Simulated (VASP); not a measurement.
# BAs (F-43m) in VASP: notebook

One crystal, BAs, is run at these levels: LDA, r2SCAN; tasks: relaxation of cell and atoms.

Program: VASP 6.6.1. These are calculated values, not measurements. Logs are shortened: lines on timing, memory, paths and dates and some standing lists are left out, and cuts for length are marked.

## 1. Starting point

It takes space group F-43m (No. 216, cubic). The conventional cell has a = 4.578 Å, b = 4.578 Å, c = 4.578 Å, α = 90.00°, β = 90.00°, γ = 90.00°. B (site symmetry -43m) is surrounded by 4 As at 1.98 Å. As (site symmetry -43m) is surrounded by 4 B at 1.98 Å.

## 2. Relaxation of cell and atoms, LDA, target pressure 19.4 GPa, at which the enthalpy is minimised

File INCAR:

```
SYSTEM = BAs
ALGO = Normal
EDIFF = 1E-7
EDIFFG = -0.005
ENCUT = 600
IBRION = 2
ISIF = 3
ISMEAR = 0
LASPH = .TRUE.
LCHARG = .FALSE.
LREAL = .FALSE.
LWAVE = .FALSE.
NELM = 80
NSW = 90
PREC = Accurate
PSTRESS = 194.0
SIGMA = 0.03
```

File KPOINTS:

```
k-points
0
G
  10 10 10
  0 0 0
```

File POSCAR:

```
BAs                                     
1.0
   -0.0000000000      2.2887800770      2.2887800770
    2.2887800770      0.0000000000      2.2887800770
    2.2887800770      2.2887800770      0.0000000000
  B               As            
     1     1
Direct
     0.0000000000000000    0.0000000000000000    0.0000000000000000
     0.2500000000000000    0.2500000000000000    0.2500000000000000
```

Potentials or basis: VASP PAW LDA potentials, release 64 (B, As).

Command:

```bash
> cat potpaw_LDA.64/B/POTCAR potpaw_LDA.64/As/POTCAR > POTCAR
> mpirun -np 1 vasp_std > vasp.out
```

OUTCAR:

```text
SYSTEM = BAs
   EDIFF = 1E-7
   EDIFFG = -0.005
   ENCUT = 600
   IBRION = 2
   ISIF = 3
   ISMEAR = 0
   LASPH = .TRUE.
   LREAL = .FALSE.
   NELM = 80
   NSW = 90
   PREC = Accurate
   PSTRESS = 194.0

 ion  position               nearest neighbor table
   1  0.000  0.000  0.000-   2 1.98   2 1.98   2 1.98   2 1.98
   2  0.250  0.250  0.250-   1 1.98   1 1.98   1 1.98   1 1.98

  LATTYP: Found a face centered cubic cell.
 ALAT       =     4.5775601540

  Lattice vectors:

 A1 = (   0.0000000000,   2.2887800770,   2.2887800770)
 A2 = (   2.2887800770,   0.0000000000,   2.2887800770)
 A3 = (   2.2887800770,   2.2887800770,   0.0000000000)

Analysis of symmetry for initial positions (statically):
=====================================================================
 Subroutine PRICEL returns:
 Original cell was already a primitive cell.

 Routine SETGRP: Setting up the symmetry group for a
 face centered cubic supercell.

 Subroutine GETGRP returns: Found 24 space group operations
 (whereof 24 operations were pure point group operations)
 out of a pool of 48 trial point group operations.

The static configuration has the point symmetry T_d .

Analysis of symmetry for dynamics (positions and initial velocities):
=====================================================================
 Subroutine PRICEL returns:
 Original cell was already a primitive cell.

 Routine SETGRP: Setting up the symmetry group for a
 face centered cubic supercell.

 Subroutine GETGRP returns: Found 24 space group operations
 (whereof 24 operations were pure point group operations)
 out of a pool of 48 trial point group operations.

The dynamic configuration has the point symmetry T_d .

 Subroutine INISYM returns: Found 24 space group operations
 (whereof 24 operations are pure point group operations),
 and found     1 'primitive' translations

----------------------------------------------------------------------------------------

                                     Primitive cell

  volume of cell :      23.9796

  direct lattice vectors                    reciprocal lattice vectors
     0.000000000  2.288780077  2.288780077    -0.218456987  0.218456987  0.218456987
     2.288780077  0.000000000  2.288780077     0.218456987 -0.218456987  0.218456987
     2.288780077  2.288780077  0.000000000     0.218456987  0.218456987 -0.218456987

  length of vectors
     3.236823826  3.236823826  3.236823826     0.378378601  0.378378601  0.378378601

  position of ions in fractional coordinates (direct lattice)
     0.000000000  0.000000000  0.000000000
     0.250000000  0.250000000  0.250000000

  ion indices of the primitive-cell ions
   primitive index   ion index
                 1           1
                 2           2

----------------------------------------------------------------------------------------

 KPOINTS: k-points

Automatic generation of k-mesh.
 Grid dimensions read from file:
 generate k-points for:   10   10   10

 Generating k-lattice:

  Cartesian coordinates                     Fractional coordinates (reciprocal lattice)
    -0.021845699  0.021845699  0.021845699     0.100000000  0.000000000  0.000000000
     0.021845699 -0.021845699  0.021845699     0.000000000  0.100000000  0.000000000
     0.021845699  0.021845699 -0.021845699     0.000000000  0.000000000  0.100000000

  Length of vectors
     0.037837860  0.037837860  0.037837860

  Shift w.r.t. Gamma in fractional coordinates (k-lattice)
     0.000000000  0.000000000  0.000000000

 Subroutine IBZKPT returns following result:
 ===========================================

 Found     47 irreducible k-points:

 Following reciprocal coordinates:
            Coordinates               Weight
  0.000000  0.000000  0.000000      1.000000
  0.100000  0.000000  0.000000      8.000000
  0.200000  0.000000  0.000000      8.000000
  0.300000  0.000000  0.000000      8.000000
  0.400000  0.000000  0.000000      8.000000
  0.500000  0.000000  0.000000      4.000000
[... 16 lines left out ...]
  0.300000  0.300000  0.000000      6.000000
  0.400000  0.300000  0.000000     24.000000
 [... further k-points ...]
   k-points           NKPTS =     47   k-points in BZ     NKDIM =     47   number of bands    NBANDS=      8
   number of dos      NEDOS =    301   number of ions     NIONS =      2
   total plane-waves  NPLWV =  21952
   dimension x,y,z NGX =    28 NGY =   28 NGZ =   28
   dimension x,y,z NGXF=    56 NGYF=   56 NGZF=   56
   ions per type =               1   1
   NGX,Y,Z   is equivalent  to a cutoff of  14.38, 14.38, 14.38 a.u.
   NGXF,Y,Z  is equivalent  to a cutoff of  28.76, 28.76, 28.76 a.u.
 SYSTEM =  BAs
   PREC   = accura    normal or accurate (medium, high low for compatibility)
   ISTART =      0    job   : 0-new  1-cont  2-samecut
   ICHARG =      2    charge: 1-file 2-atom 10-const
   ISPIN  =      1    spin polarized calculation?
   LNONCOLLINEAR =      F non collinear calculations
   LSORBIT =      F    spin-orbit coupling
   LASPH  =      T    aspherical Exc in radial PAW
   ENCUT  =  600.0 eV  44.10 Ry    6.64 a.u.   6.46  6.46  6.46*2*pi/ulx,y,z
   NELM   =     80;   NELMIN=  2; NELMDL= -5     # of ELM steps
   EDIFF  = 0.1E-06   stopping-criterion for ELM
   LREAL  =      F    real-space projection
   EDIFFG = -.5E-02   stopping-criterion for IOM
   NSW    =     90    number of steps for IOM
   IBRION =      2    ionic relax: 0-MD 1-quasi-New 2-CG
   NFREE  =      1    steps in history (QN), initial steepest desc. (CG)
   ISIF   =      3    stress and relaxation
   ISYM   =      2    0-nonsym 1-usesym 2-fastsym
   POTIM  = 0.5000    time-step for ionic-motion
   TEBEG  =    0.0;   TEEND  =   0.0 temperature during run
   PSTRESS=  194.0 pullay stress
   NELECT =       8.0000    total number of electrons
   NUPDOWN=      -1.0000    fix difference up-down
   EMIN   =  10.00;   EMAX   =-10.00  energy-range for DOS
   EFERMI =   0.00;   METHOD = LEGACY
   ISMEAR =     0;   SIGMA  =   0.03  broadening in eV -4-tet -1-fermi 0-gaus
   EFERMI_NEDOS =   21; number of points for ismear=-14 and -15
   IALGO  =     38    algorithm
   IMIX   =      4    mixing-type and parameters
     AMIX     =   0.40;   BMIX     =  1.00
     AMIX_MAG =   1.60;   BMIX_MAG =  1.00
  volume/ion in A,a.u.               =      11.99        80.91
  Fermi-wavevector in a.u.,A,eV,Ry     =   1.135422  2.145637 17.540411  1.289184
  Thomas-Fermi vector in A             =   2.272127
   LORBIT       =      0    0 simple, 1 ext, 2 COOP (PROOUT), +10 PAW based schemes
   GGA     = CA    functional components
   LHFCALC =     F    Hartree Fock is set to
   AEXX    =    0.0000 exact exchange contribution
   IVDW    =     0    specifies the selected vdW correction
   LEPSILON=     F    determine dielectric tensor
   LRPA    =     F    only Hartree local field effects (RPA)
 conjugate gradient relaxation of ions
 non-spin polarized calculation
 Gauss-broadening in eV      SIGMA  =   0.03
  energy-cutoff  :      600.00
  volume of cell :       23.98
 maximum number of plane-waves:       821
 NGX is ok and might be reduce to    28
   NGX = 13   NGY = 13   NGZ = 13

 number of electron       8.0000000 magnetization

 Free energy of the ion-electron system (eV)
  ---------------------------------------------------
  ext. energy  EPLUGINS =         0.00000000
  ---------------------------------------------------
  free energy    TOTEN  =       -12.77821936 eV

  energy without entropy =      -12.77821936  energy(sigma->0) =      -12.77821936

 E-fermi :   7.8701     XC(G=0): -11.3253

 val. band max:        7.6804873724   @ k =   0.0000   0.0000   0.0000
 cond. band min:       8.6840698785   @ k =   0.4000   0.4000   0.0000
 fundamental gap:      1.0035825061
 Fermi energy:         7.8700646813

 k-point     1 :       0.0000    0.0000    0.0000
  band No.  band energies     occupation
      1      -8.9213      2.00000
      2       7.6805      2.00000
      3       7.6805      2.00000
      4       7.6805      2.00000
      5      11.1087      0.00000
      6      11.1087      0.00000
      7      11.1087      0.00000
      8      14.0585      0.00000

 k-point     2 :       0.1000    0.0000    0.0000
  band No.  band energies     occupation
      1      -8.7378      2.00000
      2       6.1986      2.00000
      3       7.3328      2.00000
      4       7.3328      2.00000
      5      11.4679      0.00000
      6      11.5614      0.00000
      7      11.5614      0.00000
      8      14.6712      0.00000

 k-point     3 :       0.2000    0.0000    0.0000
  band No.  band energies     occupation
      1      -8.1943      2.00000
      2       3.6225      2.00000
      3       6.6842      2.00000
      4       6.6842      2.00000
      5      11.4988      0.00000
      6      12.3427      0.00000
      7      12.3427      0.00000
      8      15.8639      0.00000

 k-point     4 :       0.3000    0.0000    0.0000
  band No.  band energies     occupation
      1      -7.3223      2.00000
      2       1.0859      2.00000
      3       6.1192      2.00000
      4       6.1192      2.00000
      5      11.3430      0.00000
      6      12.7068      0.00000
      7      12.7068      0.00000
      8      16.6337      0.00000

 k-point     5 :       0.4000    0.0000    0.0000
  band No.  band energies     occupation
      1      -6.2458      2.00000
      2      -1.0399      2.00000
      3       5.7595      2.00000
      4       5.7595      2.00000
      5      11.2215      0.00000
      6      12.6520      0.00000
      7      12.6520      0.00000
      8      16.6801      0.00000

 k-point     6 :       0.5000    0.0000    0.0000
  band No.  band energies     occupation
      1      -5.5734      2.00000
      2      -2.0687      2.00000
      3       5.6376      2.00000
      4       5.6376      2.00000
      5      11.1797      0.00000
      6      12.5802      0.00000
      7      12.5802      0.00000
      8      16.6019      0.00000

 k-point     7 :       0.1000    0.1000    0.0000
  band No.  band energies     occupation
      1      -8.6765      2.00000
      2       6.7100      2.00000
      3       6.7100      2.00000
      4       6.7748      2.00000
      5      10.5308      0.00000
      6      12.3373      0.00000
      7      12.3373      0.00000
      8      14.5532      0.00000
[... 133 lines left out ...]
 k-point    20 :      -0.4000    0.2000    0.0000
  band No.  band energies     occupation
      1      -5.1102      2.00000
      2      -1.3788      2.00000
      3       2.6399      2.00000
      4       4.8396      2.00000
      5      10.8421      0.00000
      6      14.4399      0.00000
      7      14.5566      0.00000
      8      17.4123      0.00000

 k-point    21 :      -0.3000    0.2000    0.0000
  band No.  band energies     occupation
      1      -6.0188      2.00000
      2       0.0555      2.00000
      3       2.5178      2.00000
      4       5.4722      2.00000
      5      11.4293      0.00000
      6      13.9848      0.00000
      7      14.4501      0.00000
      8      16.4949      0.00000

 k-point    22 :      -0.2000    0.2000    0.0000
  band No.  band energies     occupation
      1      -7.0263      2.00000
      2       1.8744      2.00000
      3       3.0542      2.00000
      4       6.2303      2.00000
      5      12.0305      0.00000
      6      13.1204      0.00000
      7      14.1596      0.00000
      8      15.3223      0.00000

 k-point    23 :       0.3000    0.3000    0.0000
  band No.  band energies     occupation
      1      -6.7684      2.00000
      2       2.3337      2.00000
      3       4.0455      2.00000
      4       4.0455      2.00000
      5       8.9532      0.00000
      6      11.3053      0.00000
      7      16.9020      0.00000
      8      16.9020      0.00000

 k-point    24 :       0.4000    0.3000    0.0000
  band No.  band energies     occupation
      1      -5.9347      2.00000
      2       0.9215      2.00000
      3       3.1535      2.00000
      4       3.7139      2.00000
      5       9.2689      0.00000
      6      11.0372      0.00000
      7      17.4031      0.00000
      8      17.5362      0.00000

 [... further k-points ...]
[... 5 lines left out ...]
  --------------------------------------------------------------------------------------
  -------------------------------------------------------------------------------------
  Total        2.9032058      2.9032058      2.9032058     -0.0000000     -0.0000000      0.0000000
  in kB      193.9752045    193.9752045    193.9752045     -0.0000000     -0.0000000      0.0000000
  external PRESSURE =      -0.0247955 kB  Pullay stress =     194.0000000 kB

 VOLUME and BASIS-vectors are now :
 -----------------------------------------------------------------------------
  energy-cutoff  :      600.00
  volume of cell :       23.98
      direct lattice vectors                 reciprocal lattice vectors
     0.000000000  2.288780077  2.288780077    -0.218456987  0.218456987  0.218456987
     2.288780077  0.000000000  2.288780077     0.218456987 -0.218456987  0.218456987
     2.288780077  2.288780077  0.000000000     0.218456987  0.218456987 -0.218456987

 POSITION                                       TOTAL-FORCE (eV/Angst)
 -----------------------------------------------------------------------------------
      0.00000      0.00000      0.00000         0.000000      0.000000      0.000000
      1.14439      1.14439      1.14439        -0.000000     -0.000000     -0.000000
 -----------------------------------------------------------------------------------
    total drift:                               -0.000000     -0.000000     -0.000000

  FREE ENERGIE OF THE ION-ELECTRON SYSTEM (eV)
  ---------------------------------------------------
  free  energy   TOTEN  =       -12.7782193633 eV

  energy  without entropy=      -12.7782193633  energy(sigma->0) =      -12.77821936

  enthalpy is  TOTEN    =        -9.8746424374 eV   P V=        2.9035769260

 reached required accuracy - stopping structural energy minimisation
```

Run time: 5.5 s. Hardware: 1 thread of Intel Xeon 6975P-C (Granite Rapids), shared host; peak memory 0.14 GiB.

What came out:

```
Free energy             : -12.7782 eV
Pressure after relaxing : 19.4 GPa
Band gap on the k mesh  : 1.00 eV, indirect (least direct gap 3.43 eV)
```

Final structure:
```cif
data_structure
_symmetry_space_group_name_H-M 'P 1'
_symmetry_Int_Tables_number 1
_cell_length_a 3.2368
_cell_length_b 3.2368
_cell_length_c 3.2368
_cell_angle_alpha 60.000
_cell_angle_beta 60.000
_cell_angle_gamma 60.000
_cell_volume 23.98
loop_
_atom_site_label
_atom_site_type_symbol
_atom_site_fract_x
_atom_site_fract_y
_atom_site_fract_z
_atom_site_occupancy
B1 B 0.00000 0.00000 0.00000 1
As1 As 0.25000 0.25000 0.25000 1
```

Levels at points of the mesh, in eV from the valence-band top:
```csv
k point,band 1,band 2,band 3,band 4,band 5,band 6,band 7,band 8
"(0.00, 0.00, 0.00)",-16.60,0.00,0.00,0.00,3.43,3.43,3.43,6.38
"(0.50, 0.00, 0.00)",-13.25,-9.75,-2.04,-2.04,3.50,4.90,4.90,8.92
"(0.50, 0.50, 0.00)",-11.77,-9.18,-4.64,-4.64,1.23,1.25,12.50,12.50
```

Caveat: the relaxation stopped at its first step, so nothing moved; the cell is relaxed towards a set pressure, so the enthalpy falls and the energy may rise. A k mesh can miss the band edges.

[end of part 1 of 2]
